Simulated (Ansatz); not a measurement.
# Zr2CO2 MXene bilayer (AA) in a perpendicular field

Aim: how the Zr2CO2 MXene bilayer (AA) screens a field along its normal, and what the field does to its bands. A positive field points along +c.

Calculated with Ansatz 0.2.0; plane-wave DFT, LDA, Ansatz PAW, in the first sound run; inputs show where later runs differ.

Report form: the programs' logs are mostly left out.

## Step 1: The starting structure

The cell holds 10 atoms: 4 O, 4 Zr and 2 C. Its edges and angles: a = 3.289 Å, b = 3.289 Å, c = 56.606 Å, α = 90.0°, β = 90.0°, γ = 120.0°. Regions: layer 1: Zr2CO2 MXene, 5 atoms (2 O, 2 Zr and 1 C); layer 2: Zr2CO2 MXene, 5 atoms (2 O, 2 Zr and 1 C). Vacuum lies along c.

## Step 2: Relaxing the slab

The starting cell is a guess, so the in-plane lattice and the atoms are relaxed first, with the slab cut off from its images along the normal.

Contents of input.yaml:

```yaml
crystal:
  lattice:
    - [3.289, 0.0, 0.0]
    - [-1.6445, 2.848357553, 0.0]
    - [0.0, 0.0, 56.6058935935]
  atoms:
    - { symbol: O, position: [0.3333333333, 0.6666666667, 0.3868855098] }
    - { symbol: Zr, position: [0.6666666667, 0.3333333333, 0.4077088119] }
    - { symbol: C, position: [0.0, 0.0, 0.4306349013] }
    - { symbol: Zr, position: [0.3333333333, 0.6666666667, 0.4535609906] }
    - { symbol: O, position: [0.6666666667, 0.3333333333, 0.4743842927] }
    - { symbol: O, position: [0.3333333333, 0.6666666667, 0.5256157073] }
    - { symbol: Zr, position: [0.6666666667, 0.3333333333, 0.5464390094] }
    - { symbol: C, position: [0.0, 0.0, 0.5693650987] }
    - { symbol: Zr, position: [0.3333333333, 0.6666666667, 0.5922911881] }
    - { symbol: O, position: [0.6666666667, 0.3333333333, 0.6131144902] }
  periodic: [true, true, false]
kpoints:
  mp_grid: { grid: [12, 12, 1] }
hamiltonian:
  xc: lda
scf:
  occupations: { method: fermi_dirac, width: 0.05 }
  convergence: { dr2_threshold: 1.0e-09 }
relax:
  f_tol: 0.004
  max_steps: 90
  cell: {}
output:
  write_potential: true
  write_density: true
  volumetric_format: npy
```

Run with:

```
$ ansatz run input.yaml --threads 4 --pin off --max-ram 6144MiB --backend cpu --events-out ev --progress --plain --runs-dir out
```

The job ended after 2 min (4 threads of AMD EPYC 9R14 (Zen 4), shared host; peak memory 1.4 GiB; 7.6 min of CPU time).

Relaxation path:

```tsv
step	energy less that of the first step (eV)	largest force component (eV/Å)	volume (Å³)
1	0.0000	5.0050	530.30
2	-1.9360	2.5800	523.11
3	-2.2909	0.2929	538.81
4	-2.4665	0.2651	522.36
5	-2.5356	0.0830	519.71
6	-2.6116	0.1822	519.89
7	-2.6930	0.3089	520.98
8	-2.8014	0.1003	531.20
9	-2.5754	1.4427	539.20
10	-2.7602	0.4639	546.28
11	-2.8120	0.2050	535.76
12	-2.8141	0.0091	537.78
13	-2.8141	0.0049	537.80
14	-2.8141	0.0002	537.83
15*	-2.8218	0.0007	537.83
16	-2.8216	0.0023	538.09
17*	-2.8218	0.0024	538.09
```

Relaxation steps marked * repeat the geometry before them on a plane-wave basis chosen anew for their cell, so energy and pressure can jump there. Relaxation steps 9, 10 were tried and not accepted.

Forces are held to the 12 operations that the run works with; a distortion that breaks them can't arise in this run.

```tsv
cell as run	before	after	change
a (Å)	3.289	3.313	+0.7 %
b (Å)	3.289	3.313	+0.7 %
```

The atoms that moved most (Å, along periodic axes as changes of fractional coordinates times the final cell, across vacuum about the mean position):

```tsv
atom	dx	dy	dz	length
O1	0.000	0.000	1.187	1.187
O10	0.000	0.000	-1.187	1.187
Zr4	0.000	0.000	1.033	1.033
Zr7	0.000	0.000	-1.033	1.033
C8	0.000	0.000	-0.955	0.955
C3	0.000	0.000	0.955	0.955
Zr9	0.000	0.000	-0.878	0.878
Zr2	0.000	0.000	0.878	0.878
```

The relaxed structure:

```cif
data_structure
_symmetry_space_group_name_H-M 'P 1'
_symmetry_Int_Tables_number 1
_cell_length_a 3.3131
_cell_length_b 3.3131
_cell_length_c 56.6059
_cell_angle_alpha 90.000
_cell_angle_beta 90.000
_cell_angle_gamma 120.000
_cell_volume 538.09
loop_
_atom_site_label
_atom_site_type_symbol
_atom_site_fract_x
_atom_site_fract_y
_atom_site_fract_z
_atom_site_occupancy
O1 O 0.33333 0.66667 0.40785 1
Zr2 Zr 0.66667 0.33333 0.42322 1
C3 C 0.00000 0.00000 0.44750 1
Zr4 Zr 0.33333 0.66667 0.47181 1
O5 O 0.66667 0.33333 0.48638 1
O6 O 0.33333 0.66667 0.51362 1
Zr7 Zr 0.66667 0.33333 0.52819 1
C8 C 0.00000 0.00000 0.55250 1
Zr9 Zr 0.33333 0.66667 0.57678 1
O10 O 0.66667 0.33333 0.59215 1
```

The lattice constant a goes from 3.289 to 3.313 Å.

## Step 3: Single point, field 0, start network

A sawtooth potential applies the field, turning back in the middle of the vacuum. With the dipole correction the typed value is the field outside the slab. The induced dipole is small, so the SCF threshold is tight.

The cell differs from the one that the last finished run ended in (c 56.606 → 28.432 Å).

Contents of input.yaml:

```yaml
crystal:
  lattice:
    - [3.3130839718, 0.0, 0.0]
    - [-1.6565419859, 2.8692148844, 0.0]
    - [0.0, 0.0, 28.4319218733]
  atoms:
    - { symbol: O, position: [0.3333333333, 0.6666666667, 0.3165456081] }
    - { symbol: Zr, position: [0.6666666667, 0.3333333333, 0.3471395461] }
    - { symbol: C, position: [0.0, 0.0, 0.3954733726] }
    - { symbol: Zr, position: [0.3333333333, 0.6666666667, 0.4438677991] }
    - { symbol: O, position: [0.6666666667, 0.3333333333, 0.4728815859] }
    - { symbol: O, position: [0.3333333333, 0.6666666667, 0.5271184141] }
    - { symbol: Zr, position: [0.6666666667, 0.3333333333, 0.5561322009] }
    - { symbol: C, position: [0.0, 0.0, 0.6045266274] }
    - { symbol: Zr, position: [0.3333333333, 0.6666666667, 0.6528604539] }
    - { symbol: O, position: [0.6666666667, 0.3333333333, 0.6834543919] }
kpoints:
  mp_grid: { grid: [18, 18, 1] }
  band_path:
    path: [[0, 0, 0], [0.5, 0, 0], [0.33333333, 0.33333333, 0], [0, 0, 0]]
    npoints: 16
hamiltonian:
  xc: lda
scf:
  occupations: { method: fermi_dirac, width: 0.02585 }
  convergence: { dr2_threshold: 1.0e-10 }
efield:
  axis: 3
  dipole_correction: true
  ramp_position: 0.97
  ramp_width: 0.06
  amplitude: 0
output:
  dos: { projected: true, e_range: [-6, 5] }
  bader: true
  write_potential: true
  write_density: true
  volumetric_format: npy
  elf: true
```

It took 32 s on 4 threads; peak memory 1 GiB.

Numbers from this step:

```
dipole along the normal            : 4.38e-7 e·Å
gap along the path                 : 0.8138 eV
smallest direct gap along the path : 1.652 eV
ionisation energy, upper face      : 5.458 eV
electron affinity, upper face      : 4.644 eV
gap, the smaller of path and mesh  : 0.8138 eV
```

Running mean over a fixed 2.5 Å (it still follows the layers) of the planar mean; the ramp of the sawtooth is left out. Table of electron's electrostatic potential energy less the Fermi level by z:

```tsv
z (Å)	electron's electrostatic potential energy less the Fermi level (eV)
3.5	5.06
4.0	5.06
4.5	5.06
5.0	5.06
5.5	5.05
6.0	5.05
6.5	5.01
7.0	4.83
7.5	3.71
8.0	0.896
8.5	-3.19
9.0	-7.31
9.5	-9.77
10.0	-11.0
10.5	-10.4
11.0	-9.08
11.5	-9.13
12.0	-10.6
12.5	-11.1
13.0	-10.0
13.5	-8.70
14.0	-7.58
14.5	-7.66
15.0	-8.89
15.5	-10.2
16.0	-11.2
16.5	-10.4
17.0	-9.03
17.5	-9.19
18.0	-10.6
18.5	-10.9
19.0	-9.53
19.5	-6.82
20.0	-2.60
20.5	1.36
21.0	3.97
21.5	4.88
22.0	5.02
22.5	5.05
23.0	5.05
23.5	5.06
24.0	5.06
24.5	5.06
25.0	5.06
```

The density of states has structure finer than the step of the table below, so its rows give means over 0.25 eV, whole bins alone (the curve runs from -6 to 2.41 eV). Peaks (eV: height): -5.970: 19.0, -5.280: 19.8, -5.010: 11.4, -4.620: 21.7, -4.150: 16.4, -3.900: 17.2, -1.620: 11.7.

Table of density of states by energy, zero at the Fermi level of the run, which the smearing sets inside the gap; means over each step:

```tsv
energy (eV)	density of states (states/eV a cell)
-5.75	5.38
-5.50	5.14
-5.25	9.98
-5.00	7.98
-4.75	10.8
-4.50	10.1
-4.25	11.5
-4.00	8.97
-3.75	1.26
-3.50	0
-3.25	1.03
-3.00	4.07
-2.75	4.35
-2.50	5.06
-2.25	5.35
-2.00	6.35
-1.75	8.51
-1.50	7.46
-1.25	3.93
-1.00	1.48
-0.75	0.797
-0.50	0.432
-0.25	0
0.00	0
0.25	0
0.50	0.733
0.75	1.42
1.00	3.27
1.25	6.72
1.50	3.99
1.75	0.864
2.00	1.53
2.25	2.22
```

Projected DOS per atom over height of the atomic layer and energy from the Fermi level. Layers: O Zr C Zr O O Zr C Zr O from below.

Values in states/eV, 22 rows by 10 columns, each cell a mean:
```
0.06 0.39 0.12 0.52 0.06 0.06 0.52 0.12 0.39 0.06
0.03 0.20 0.05 0.25 0.03 0.03 0.25 0.05 0.20 0.03
0.13 0.83 0.10 0.78 0.14 0.14 0.78 0.10 0.83 0.13
0.23 1.03 0.12 0.89 0.21 0.21 0.89 0.12 1.03 0.23
0.08 0.22 0.03 0.28 0.06 0.06 0.28 0.03 0.22 0.08
0.02 0.03 0.00 0.05 0.01 0.01 0.05 0.00 0.03 0.02
0.00 0.00 0.00 0.00 0.00 0.00 0.00 0.00 0.00 0.00
0.01 0.01 0.08 0.01 0.01 0.01 0.01 0.08 0.01 0.01
0.04 0.06 0.24 0.06 0.04 0.04 0.06 0.24 0.06 0.04
0.22 0.19 0.80 0.19 0.21 0.21 0.19 0.80 0.19 0.22
0.46 0.50 2.01 0.56 0.38 0.38 0.56 2.01 0.50 0.46
0.35 0.49 1.65 0.54 0.33 0.33 0.54 1.65 0.49 0.35
0.31 0.48 1.18 0.34 0.30 0.30 0.34 1.18 0.48 0.31
0.16 0.34 0.88 0.34 0.26 0.26 0.34 0.88 0.34 0.16
0.18 0.25 0.59 0.28 0.06 0.06 0.28 0.59 0.25 0.18
0.00 0.00 0.00 0.00 0.00 0.00 0.00 0.00 0.00 0.00
0.90 0.15 0.14 0.20 1.19 1.19 0.20 0.14 0.15 0.90
2.12 0.45 0.33 0.52 1.76 1.76 0.52 0.33 0.45 2.12
3.03 0.95 0.38 0.41 0.98 0.98 0.41 0.38 0.95 3.03
1.90 0.77 0.19 0.38 0.96 0.96 0.38 0.19 0.77 1.90
2.00 0.93 0.20 0.19 0.36 0.36 0.19 0.20 0.93 2.00
0.68 0.41 0.18 0.44 1.09 1.09 0.44 0.18 0.41 0.68
```
Columns: height of the atomic layer (Å) from 9 to 19.4 (not evenly spaced); rows upwards: energy from the Fermi level (eV) from -5.96 to 2.41.

The electronic bands at the labelled points (eV, zero at the Fermi level of the run, which the smearing sets inside the gap):

```tsv
point	band 37	band 38	band 39	band 40	band 41	band 42	band 43	band 44
Γ	-0.43	-0.43	-0.40	-0.40	1.25	1.25	1.46	1.46
halfway	-1.58	-1.53	-1.36	-1.21	0.82	1.12	2.50	2.70
M	-1.79	-1.59	-1.52	-1.49	0.41	1.01	2.85	3.11
halfway	-2.37	-2.16	-1.99	-1.91	1.18	1.47	2.64	2.80
K	-2.67	-2.62	-2.50	-2.50	1.44	1.62	2.53	2.53
halfway	-2.02	-2.00	-1.56	-1.28	1.19	1.32	2.30	2.49
Γ	-0.43	-0.43	-0.40	-0.40	1.25	1.25	1.46	1.46
```

Valence density in the ca plane at fractional y = 0.333, with atoms of Zr and O within 0.2 Å of it. It is the smooth field of the valence electrons, not physical close to the nuclei.

Values in e/Å³, 5 rows by 16 columns, each cell a mean:
```
0.3 2.0 0.6 0.2 0.7 1.2 0.5 2.0 0.5 0.2 0.8 1.1 0.0 0.0 0.0 0.0
0.6 3.7 1.3 0.1 2.1 4.0 1.0 3.8 1.0 0.1 2.4 3.6 0.1 0.0 0.0 0.0
0.3 2.1 0.7 0.2 0.8 1.3 0.5 2.2 0.5 0.2 0.9 1.2 0.0 0.0 0.0 0.0
0.3 0.3 0.3 0.4 0.5 0.2 0.3 0.3 0.3 0.4 0.4 0.1 0.0 0.0 0.0 0.0
0.3 0.3 0.3 0.4 0.4 0.2 0.3 0.3 0.3 0.4 0.4 0.1 0.0 0.0 0.0 0.0
```
Columns run along c (16.0 Å, from fractional 0.30 to 0.86 of the cell), rows up along a (3.3 Å). Atoms in or near the plane, at fractional coordinates: Zr at (0.35, 0.67), O at (0.47, 0.67), Zr at (0.56, 0.67), O at (0.68, 0.67).

Electrostatic potential energy in the ca plane at fractional y = 0.333, with atoms of Zr and O within 0.2 Å of it. With pseudopotentials it is smooth inside the atoms' cores, unlike the true potential.

Ten even steps from '0' (-60 eV) to '9' (8 eV), each cell a mean:
```
99999999999999999986557899988889998655789998
99999999999999999862014799998545887300378999
99999999999999999840002789997313885100168999
99999999999999999850003799998424886100268999
99999999999999999874236899998768997522589999
99999999999999999987778999888889998877889988
99999999999999999999899998877789999988999987
99999999999999999999999998876789999999999887
99999999999999999998888999877889999888899988
```
Columns run along c (16.0 Å, from fractional 0.09 to 0.65 of the cell; values clipped at the 3rd and 97th percentile), rows up along a (3.3 Å). Atoms in or near the plane, at fractional coordinates: Zr at (0.35, 0.67), O at (0.47, 0.67), Zr at (0.56, 0.67).

ELF in the ca plane at fractional y = 0.333, with atoms of Zr and O within 0.2 Å of it. It is the smooth field of the valence electrons, not physical close to the nuclei.

Ten even steps from '0' (0.00) to '9' (0.81), each cell a mean:
```
11257523531137862015763354112588742000000000
02798961221389995159897222127999963100000000
03972771111596597278268211148858974100000000
03885871111498797179588211138979973100000000
11488832321268983137885233114899852100000000
33223225641123431222322575212356531000000000
67531268852331002564114885333211100000000000
67741368853431002675225886334200000000000000
55311147742221111342113685222123210000000000
```
Columns run along c (16.0 Å, from fractional 0.30 to 0.86 of the cell), rows up along a (3.3 Å). Atoms in or near the plane, at fractional coordinates: Zr at (0.35, 0.67), O at (0.47, 0.67), Zr at (0.56, 0.67), O at (0.68, 0.67).

The gap is 0.81 eV, with the valence edge 5.46 eV and the conduction edge 4.64 eV under the upper vacuum level.

## Step 4: Single point, field 0.05 V/Å

Changes to input.yaml since step 3:

```diff
@@ -31,6 +31,4 @@
   ramp_width: 0.06
-  amplitude: 0
+  amplitude: 0.05
 output:
-  dos: { projected: true, e_range: [-6, 5] }
-  bader: true
   write_potential: true
@@ -38,2 +36 @@
   volumetric_format: npy
-  elf: true
```

Run time: 18 s. Hardware: 4 threads; peak memory 0.95 GiB; 71 s of CPU time.

The dipole is 0.0283 e·Å, and the gap 0.805 eV.

## Step 5: Single point, field -0.05 V/Å

Changes to input.yaml since step 4:

```diff
@@ -31,3 +31,3 @@
   ramp_width: 0.06
-  amplitude: 0.05
+  amplitude: -0.05
 output:
```

Wall time 18 s (4 threads); peak memory 0.94 GiB; 72 s of CPU time.

The dipole is -0.0283 e·Å, and the gap 0.805 eV.

## Step 6: Atoms held, field 0.1 V/Å

Changes to input.yaml since step 5:

```diff
@@ -29,5 +29,5 @@
   dipole_correction: true
-  ramp_position: 0.97
-  ramp_width: 0.06
-  amplitude: -0.05
+  ramp_position: 0.9501
+  ramp_width: 0.0999
+  amplitude: 0.1
 output:
```

The job ended after 19 s (4 threads; peak memory 0.94 GiB).

The dipole is 0.0565 e·Å, and the gap 0.788 eV.

## Step 7: Atoms held, field 0.2 V/Å

Changes to input.yaml since step 6:

```diff
@@ -31,3 +31,3 @@
   ramp_width: 0.0999
-  amplitude: 0.1
+  amplitude: 0.2
 output:
```

The job ended after 19 s (4 threads; peak memory 0.95 GiB; 72 s of CPU time).

The dipole is 0.113 e·Å, and the gap 0.749 eV.

## Step 8: Atoms held, field 0.3 V/Å

Changes to input.yaml since step 7:

```diff
@@ -29,6 +29,8 @@
   dipole_correction: true
-  ramp_position: 0.9501
-  ramp_width: 0.0999
-  amplitude: 0.2
+  ramp_position: 0.9475
+  ramp_width: 0.1049
+  amplitude: 0.3
 output:
+  dos: { projected: true, e_range: [-6, 5] }
+  bader: true
   write_potential: true
@@ -36 +38,2 @@
   volumetric_format: npy
+  elf: true
```

Run time: 33 s. Hardware: 4 threads; peak memory 1 GiB; 2.1 min of CPU time.

The dipole is 0.170 e·Å, and the gap 0.706 eV.

## Step 9: Response, atoms held

This step: plane-wave DFT, LDA, Ansatz PAW; response to a field along the normal, atoms held (Ansatz 0.2.0).

The dipoles give the slope, and the difference of two potentials shows where the field is screened.

Numbers from this step:

```
equivalent conductor thickness p/(ε₀AE) : 10.76 Å
distance between the outer atoms        : 10.43 Å
```

Table of dipole of the cell by applied field:

```tsv
applied field (V/Å)	dipole of the cell (e·Å)
-0.050	-0.0283
0.000	4.4e-7
0.050	0.0283
0.100	0.0565
0.200	0.113
0.300	0.170
```

Local field over the applied field, running mean. From the potentials at -0.05 and 0.05 V/Å; running mean over 2.5 Å. The local field over applied field by z:

```tsv
z (Å)	local field over applied field
4.5	1.000
5.0	0.999
5.5	0.997
6.0	0.989
6.5	0.966
7.0	0.906
7.5	0.792
8.0	0.641
8.5	0.472
9.0	0.315
9.5	0.188
10.0	0.109
10.5	0.0681
11.0	0.0569
11.5	0.0552
12.0	0.0614
12.5	0.0947
13.0	0.131
13.5	0.162
14.0	0.181
14.5	0.179
15.0	0.158
15.5	0.127
16.0	0.0895
16.5	0.0593
17.0	0.0554
17.5	0.0574
18.0	0.0720
18.5	0.117
19.0	0.203
19.5	0.335
20.0	0.494
20.5	0.663
21.0	0.810
21.5	0.918
22.0	0.971
22.5	0.991
23.0	0.997
23.5	0.999
24.0	1.000
```

The induced electron density oscillates, so the rows of the table below give means over windows of 0.5 Å about each position, cut where the curve ends. Its maxima inside the range that stand out by 2 % of the span (Å: e/Å³ per V/Å): 8.29: 0.00343, 9.18: 0.00189, 10.51: 6.9e-4, 12.74: 3.9e-4, 13.77: 3.0e-4, 15.10: 0.00173, 16.29: 6.1e-4, 18.66: 1.4e-4, 19.55: -0.00147. Its minima: 8.88: 0.00147, 9.77: -1.4e-4, 12.14: -6.1e-4, 13.33: -0.00173, 14.66: -3.0e-4, 15.70: -3.9e-4, 17.92: -6.9e-4, 19.25: -0.00189, 20.14: -0.00343.

Electrons, planar mean, per unit field. Table of induced electron density by z; means over each step:

```tsv
z (Å)	induced electron density (e/Å³ per V/Å)
4.5	9.5e-7
5.0	3.5e-6
5.5	1.3e-5
6.0	4.5e-5
6.5	1.5e-4
7.0	4.8e-4
7.5	0.00135
8.0	0.00276
8.5	0.00283
9.0	0.00169
9.5	6.2e-4
10.0	6.4e-5
10.5	5.8e-4
11.0	1.7e-4
11.5	-1.1e-4
12.0	-5.2e-4
12.5	-5.4e-5
13.0	-6.0e-4
13.5	-8.3e-4
14.0	9.2e-5
14.5	-1.0e-4
15.0	0.00106
15.5	3.5e-4
16.0	1.7e-4
16.5	4.8e-4
17.0	7.1e-5
17.5	-2.4e-4
18.0	-5.6e-4
18.5	-1.2e-5
19.0	-8.5e-4
19.5	-0.00175
20.0	-0.00300
20.5	-0.00258
21.0	-0.00118
21.5	-4.2e-4
22.0	-1.3e-4
22.5	-3.8e-5
23.0	-1.1e-5
23.5	-2.9e-6
24.0	-8.1e-7
```

The smaller of the gaps on the path and on the k-mesh, counted as 0 under 0.03 eV. Table of gap by applied field:

```tsv
applied field (V/Å)	gap (eV)
-0.050	0.804
0.000	0.814
0.050	0.804
0.100	0.788
0.200	0.749
0.300	0.706
```

By hand: between -0.05 and 0.05 V/Å the dipole changes by 0.05653 e·Å, a slope of 0.5653 e·Å²/V. A perfect conductor of thickness t has p = ε₀AEt, so t = 180.95 × 0.5653 / 9.506 = 10.76 Å (e/ε₀ = 180.95 V·Å, A in Å²).

The induced dipole is that of a conductor 10.76 Å thick.

(Part 1 of 2 ends here.)

[Logs are printed without paths, hosts, clocks, repeated set-up lines and the standing remarks that a program may print on its own settings, such as how far it seeks lower states.]

[Hosts, paths, dates, database ids (printed as entryN), source tags and the programs' standing remarks are cut or masked in the printed files.]

[Maps of the electrostatic potential energy from Ansatz leave out the sawtooth potential of an applied field or a dipole correction, so their vacuum need not be flat; planar profiles and work functions include it.]

[The density of states shown here was stored with 400 of the rows of the run's finer table, so its peaks can read low, often by over a quarter, or be missed, and its means over a window can be off by a tenth or more.]
